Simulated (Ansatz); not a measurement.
ZnO (zincite), 4 atoms in the cell. Symmetry: P6_3mc, No. 186, hexagonal system. Conventional cell: a = 3.249 Å, b = 3.249 Å, c = 5.206 Å, α = 90.00°, β = 90.00°, γ = 120.00°. Zn (site symmetry 3m) is surrounded by 4 O at 1.97 to 1.98 Å. O (site symmetry 3m) has 4 Zn at 1.97 to 1.98 Å as nearest neighbours. 

```yaml
Program: Ansatz 0.2.0
Task: band structure
Functional: HSE06
Potentials_or_basis: Ansatz PAW
Cutoff: "420 eV (not typed: the program's choice for these potentials)"
k_mesh: 5 × 5 × 3
Occupations: fermi-dirac, width 0.05 eV
Spin: no spin polarisation
Path: "[[\"G\", \"M\", \"K\", \"G\", \"A\", \"L\", \"H\", \"A\"], [\"L\", \"M\"], [\"K\", \"H\"]]"
Points_for_each_segment_of_the_path: 4
```

Potentials or basis: Ansatz PAW.

Launch:

```bash
$ ansatz run input.yaml --threads 2 --pin off --max-ram 5632MiB --backend cpu --events-out ev --progress --plain --runs-dir out
```

Hardware: 2 threads of Intel(R) Xeon(R) Processor @ 2.50GHz (Skylake/Cascade Lake), with other jobs on the host.

Estimate the wall time of this run.

Run time: 5.9 min on 2 threads of Intel(R) Xeon(R) Processor @ 2.50GHz (Skylake/Cascade Lake) (shared host), peak memory 0.81 GiB. Counts: scf iterations 15, plane waves 941, k points 10, bands 28.
